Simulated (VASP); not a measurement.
# Ce (Fm-3m) in VASP: single point with LDA

Aim: the single point of Ce with LDA.

All numbers are computed with VASP 6.6.1; they aren't measurements. Logs are shortened: lines on timing, memory, paths and dates and some standing lists are left out, and cuts for length are marked.

## 1. The crystal as given

Symmetry: Fm-3m, No. 225, cubic system. Conventional cell: a = 4.537 Å, b = 4.537 Å, c = 4.537 Å, α = 90.00°, β = 90.00°, γ = 90.00°. Ce (site symmetry m-3m) is surrounded by 12 Ce at 3.21 Å.

The cell was built by a generator and needn't be a form met in nature.

## 2. Single point, LDA

The input, INCAR:

```
ALGO = Normal
EDIFF = 1E-7
ENCUT = 520
ISIF = 2
ISMEAR = -1
LASPH = True
LCHARG = True
LELF = True
LREAL = False
LVHAR = True
LWAVE = False
NBANDS = 12
NELM = 100
PREC = Accurate
SIGMA = 0.13605693000000002
```

The input, KPOINTS:

```
k-points
0
Gamma
  12 12 12
```

The input, POSCAR:

```
Ce
1.0
    0.0000000000      2.2684410366      2.2684410366
    2.2684410366      0.0000000000      2.2684410366
    2.2684410366      2.2684410366      0.0000000000
Ce
1
Direct
    0.0000000000      0.0000000000      0.0000000000
```

Potentials or basis: VASP PAW LDA potentials, release 64 (Ce).

Started as:

```console
> cat potpaw_LDA.64/Ce/POTCAR > POTCAR
> mpirun -np 1 vasp_std > vasp.out
```

OUTCAR:

```text
EDIFF = 1E-7
   ENCUT = 520
   ISIF = 2
   ISMEAR = -1
   LASPH = True
   LREAL = False
   NELM = 100
   PREC = Accurate

 ion  position               nearest neighbor table
   1  0.000  0.000  0.000-

  LATTYP: Found a face centered cubic cell.
 ALAT       =     4.5368820732

  Lattice vectors:

 A1 = (   0.0000000000,   2.2684410366,   2.2684410366)
 A2 = (   2.2684410366,   0.0000000000,   2.2684410366)
 A3 = (   2.2684410366,   2.2684410366,   0.0000000000)

Analysis of symmetry for initial positions (statically):
=====================================================================
 Subroutine PRICEL returns:
 Original cell was already a primitive cell.

 Routine SETGRP: Setting up the symmetry group for a
 face centered cubic supercell.

 Subroutine GETGRP returns: Found 48 space group operations
 (whereof 48 operations were pure point group operations)
 out of a pool of 48 trial point group operations.

The static configuration has the point symmetry O_h .

Analysis of symmetry for dynamics (positions and initial velocities):
=====================================================================
 Subroutine PRICEL returns:
 Original cell was already a primitive cell.

 Routine SETGRP: Setting up the symmetry group for a
 face centered cubic supercell.

 Subroutine GETGRP returns: Found 48 space group operations
 (whereof 48 operations were pure point group operations)
 out of a pool of 48 trial point group operations.

The dynamic configuration has the point symmetry O_h .

 Subroutine INISYM returns: Found 48 space group operations
 (whereof 48 operations are pure point group operations),
 and found     1 'primitive' translations

----------------------------------------------------------------------------------------

                                     Primitive cell

  volume of cell :      23.3460

  direct lattice vectors                    reciprocal lattice vectors
     0.000000000  2.268441037  2.268441037    -0.220415692  0.220415692  0.220415692
     2.268441037  0.000000000  2.268441037     0.220415692 -0.220415692  0.220415692
     2.268441037  2.268441037  0.000000000     0.220415692  0.220415692 -0.220415692

  length of vectors
     3.208060079  3.208060079  3.208060079     0.381771177  0.381771177  0.381771177

  position of ions in fractional coordinates (direct lattice)
     0.000000000  0.000000000  0.000000000

  ion indices of the primitive-cell ions
   primitive index   ion index
                 1           1

----------------------------------------------------------------------------------------

 KPOINTS: k-points

Automatic generation of k-mesh.
 Grid dimensions read from file:
 generate k-points for:   12   12   12

 Generating k-lattice:

  Cartesian coordinates                     Fractional coordinates (reciprocal lattice)
    -0.018367974  0.018367974  0.018367974     0.083333333  0.000000000  0.000000000
     0.018367974 -0.018367974  0.018367974     0.000000000  0.083333333  0.000000000
     0.018367974  0.018367974 -0.018367974     0.000000000  0.000000000  0.083333333

  Length of vectors
     0.031814265  0.031814265  0.031814265

  Shift w.r.t. Gamma in fractional coordinates (k-lattice)
     0.000000000  0.000000000  0.000000000

 Subroutine IBZKPT returns following result:
 ===========================================

 Found     72 irreducible k-points:

 Following reciprocal coordinates:
            Coordinates               Weight
  0.000000  0.000000  0.000000      1.000000
  0.083333  0.000000  0.000000      8.000000
  0.166667  0.000000  0.000000      8.000000
  0.250000  0.000000  0.000000      8.000000
  0.333333  0.000000  0.000000      8.000000
  0.416667  0.000000  0.000000      8.000000
[... 16 lines left out ...]
  0.500000  0.166667  0.000000     24.000000
 -0.416667  0.166667  0.000000     24.000000
 [... further k-points ...]
   k-points           NKPTS =     72   k-points in BZ     NKDIM =     72   number of bands    NBANDS=     12
   number of dos      NEDOS =    301   number of ions     NIONS =      1
   total plane-waves  NPLWV =  13824
   dimension x,y,z NGX =    24 NGY =   24 NGZ =   24
   dimension x,y,z NGXF=    48 NGYF=   48 NGZF=   48
   ions per type =               1
   NGX,Y,Z   is equivalent  to a cutoff of  12.44, 12.44, 12.44 a.u.
   NGXF,Y,Z  is equivalent  to a cutoff of  24.87, 24.87, 24.87 a.u.
 SYSTEM =  unknown system
   PREC   = accura    normal or accurate (medium, high low for compatibility)
   ISTART =      0    job   : 0-new  1-cont  2-samecut
   ICHARG =      2    charge: 1-file 2-atom 10-const
   ISPIN  =      1    spin polarized calculation?
   LNONCOLLINEAR =      F non collinear calculations
   LSORBIT =      F    spin-orbit coupling
   LASPH  =      T    aspherical Exc in radial PAW
   ENCUT  =  520.0 eV  38.22 Ry    6.18 a.u.   5.96  5.96  5.96*2*pi/ulx,y,z
   NELM   =    100;   NELMIN=  2; NELMDL= -5     # of ELM steps
   EDIFF  = 0.1E-06   stopping-criterion for ELM
   LREAL  =      F    real-space projection
   EDIFFG = 0.1E-05   stopping-criterion for IOM
   NSW    =      0    number of steps for IOM
   IBRION =     -1    ionic relax: 0-MD 1-quasi-New 2-CG
   NFREE  =      0    steps in history (QN), initial steepest desc. (CG)
   ISIF   =      2    stress and relaxation
   ISYM   =      2    0-nonsym 1-usesym 2-fastsym
   POTIM  = 0.5000    time-step for ionic-motion
   TEBEG  =    0.0;   TEEND  =   0.0 temperature during run
   PSTRESS=    0.0 pullay stress
   NELECT =      12.0000    total number of electrons
   NUPDOWN=      -1.0000    fix difference up-down
   EMIN   =  10.00;   EMAX   =-10.00  energy-range for DOS
   EFERMI =   0.00;   METHOD = LEGACY
   ISMEAR =    -1;   SIGMA  =   0.14  broadening in eV -4-tet -1-fermi 0-gaus
   EFERMI_NEDOS =   21; number of points for ismear=-14 and -15
   IALGO  =     38    algorithm
   IMIX   =      4    mixing-type and parameters
     AMIX     =   0.40;   BMIX     =  1.00
     AMIX_MAG =   1.60;   BMIX_MAG =  1.00
  volume/ion in A,a.u.               =      23.35       157.55
  Fermi-wavevector in a.u.,A,eV,Ry     =   1.311388  2.478163 23.398450  1.719738
  Thomas-Fermi vector in A             =   2.441853
   LORBIT       =      0    0 simple, 1 ext, 2 COOP (PROOUT), +10 PAW based schemes
   GGA     = CA    functional components
   LHFCALC =     F    Hartree Fock is set to
   AEXX    =    0.0000 exact exchange contribution
   IVDW    =     0    specifies the selected vdW correction
   LEPSILON=     F    determine dielectric tensor
   LRPA    =     F    only Hartree local field effects (RPA)
 non-spin polarized calculation
  energy-cutoff  :      520.00
  volume of cell :       23.35
 maximum number of plane-waves:       642
   NGX = 11   NGY = 11   NGZ = 11

 number of electron      12.0000000 magnetization

 Free energy of the ion-electron system (eV)
  ---------------------------------------------------
  ext. energy  EPLUGINS =         0.00000000
  ---------------------------------------------------
  free energy    TOTEN  =        -6.97418113 eV

  energy without entropy =       -6.81245211  energy(sigma->0) =       -6.89331662

 E-fermi :  10.5785     XC(G=0): -12.1176

 val. band max:       10.5758674603   @ k =  -0.1667   0.2500   0.0833
 cond. band min:      10.5818298800   @ k =   0.3333   0.1667   0.0833
 fundamental gap:      0.0059624196
 Fermi energy:        10.5784715992

 k-point     1 :       0.0000    0.0000    0.0000
  band No.  band energies     occupation
      1     -24.1702      2.00000
      2      -4.7035      2.00000
      3      -4.7035      2.00000
      4      -4.7035      2.00000
      5       8.1652      2.00000
      6      10.3008      1.76997
      7      11.0581      0.05721
      8      11.0581      0.05721
      9      11.0581      0.05721
     10      11.9856      0.00006
     11      11.9856      0.00006
     12      11.9856      0.00006

 k-point     2 :       0.0833    0.0000    0.0000
  band No.  band energies     occupation
      1     -24.1206      2.00000
      2      -5.0337      2.00000
      3      -4.7395      2.00000
      4      -4.7395      2.00000
      5       8.5319      2.00000
      6      10.1822      1.89693
      7      11.0210      0.07446
      8      11.0698      0.05260
      9      11.0698      0.05260
     10      11.7169      0.00046
     11      11.7169      0.00046
     12      11.9876      0.00006

 k-point     3 :       0.1667    0.0000    0.0000
  band No.  band energies     occupation
      1     -23.9809      2.00000
      2      -5.8629      2.00000
      3      -4.8360      2.00000
      4      -4.8360      2.00000
      5       9.1089      1.99996
      6      10.2333      1.85342
      7      10.9195      0.15078
      8      11.1059      0.04060
      9      11.1059      0.04060
     10      11.4725      0.00280
     11      11.4725      0.00280
     12      11.9930      0.00006

 k-point     4 :       0.2500    0.0000    0.0000
  band No.  band energies     occupation
      1     -23.7813      2.00000
      2      -6.8730      2.00000
      3      -4.9636      2.00000
      4      -4.9636      2.00000
      5       8.9544      1.99999
      6      10.7128      0.54277
      7      11.0110      0.07991
      8      11.1593      0.02761
      9      11.1593      0.02761
     10      11.3452      0.00711
     11      11.3452      0.00711
     12      12.0004      0.00006

 k-point     5 :       0.3333    0.0000    0.0000
  band No.  band energies     occupation
      1     -23.5699      2.00000
      2      -7.7893      2.00000
      3      -5.0869      2.00000
      4      -5.0869      2.00000
      5       8.6435      2.00000
      6      10.5702      1.03044
      7      11.1692      0.02569
      8      11.1692      0.02569
      9      11.3808      0.00548
     10      11.3808      0.00548
     11      11.4094      0.00445
     12      12.0077      0.00005
[... 228 lines left out ...]
      1     -23.5778      2.00000
      2      -7.2337      2.00000
      3      -5.4485      2.00000
      4      -5.4080      2.00000
      5       9.1290      1.99995
      6      10.0454      1.96101
      7      10.8086      0.31121
      8      11.2916      0.01053
      9      11.3641      0.00619
     10      11.4258      0.00394
     11      11.5885      0.00119
     12      11.6994      0.00053

 k-point    22 :       0.4167    0.1667    0.0000
  band No.  band energies     occupation
      1     -23.3974      2.00000
      2      -7.8983      2.00000
      3      -5.6908      2.00000
      4      -5.4751      2.00000
      5       9.0039      1.99998
      6      10.1612      1.91099
      7      10.8080      0.31238
      8      11.2218      0.01753
      9      11.4192      0.00414
     10      11.4993      0.00230
     11      11.6116      0.00101
     12      11.7221      0.00045

 k-point    23 :       0.5000    0.1667    0.0000
  band No.  band energies     occupation
      1     -23.2798      2.00000
      2      -8.2915      2.00000
      3      -5.9131      2.00000
      4      -5.4602      2.00000
      5       9.0253      1.99998
      6      10.0837      1.94868
      7      10.9686      0.10759
      8      11.1650      0.02648
      9      11.4528      0.00323
     10      11.5243      0.00191
     11      11.7183      0.00046
     12      11.7579      0.00034

 k-point    24 :      -0.4167    0.1667    0.0000
  band No.  band energies     occupation
      1     -23.2639      2.00000
      2      -8.3315      2.00000
      3      -6.0540      2.00000
      4      -5.3667      2.00000
      5       9.2066      1.99992
      6       9.9921      1.97349
      7      11.0742      0.05098
      8      11.1315      0.03376
      9      11.4162      0.00423
     10      11.5677      0.00139
     11      11.8099      0.00023
     12      11.8367      0.00019

 [... further k-points ...]

------------------------ aborting loop because EDIFF is reached ----------------------------------------

  FORCE on cell =-STRESS in cart. coord.  units (eV):
  Direction    XX          YY          ZZ          XY          YZ          ZX
  --------------------------------------------------------------------------------------
  -------------------------------------------------------------------------------------
  Total       -0.0595724     -0.0595724     -0.0595724      0.0000000      0.0000000      0.0000000
  in kB       -4.0883020     -4.0883020     -4.0883020      0.0000000      0.0000000      0.0000000
  external PRESSURE =      -4.0883020 kB  Pullay stress =       0.0000000 kB

 VOLUME and BASIS-vectors are now :
 -----------------------------------------------------------------------------
  energy-cutoff  :      520.00
  volume of cell :       23.35
      direct lattice vectors                 reciprocal lattice vectors
     0.000000000  2.268441037  2.268441037    -0.220415692  0.220415692  0.220415692
     2.268441037  0.000000000  2.268441037     0.220415692 -0.220415692  0.220415692
     2.268441037  2.268441037  0.000000000     0.220415692  0.220415692 -0.220415692

 POSITION                                       TOTAL-FORCE (eV/Angst)
 -----------------------------------------------------------------------------------
      0.00000      0.00000      0.00000         0.000000      0.000000      0.000000
 -----------------------------------------------------------------------------------
    total drift:                                0.000000     -0.000000     -0.000000

  FREE ENERGIE OF THE ION-ELECTRON SYSTEM (eV)
  ---------------------------------------------------
  free  energy   TOTEN  =        -6.9741811294 eV

  energy  without entropy=       -6.8124521115  energy(sigma->0) =       -6.89331662
```

Wall time 18 s (1 thread of Intel Xeon Platinum 8375C at 2.90GHz (Ice Lake), shared host); peak memory 0.15 GiB.

Results:

* Free energy: -6.9742 eV
* Pressure: -0.4 GPa
* Band gap on the k mesh: none (metal or under the smearing width)
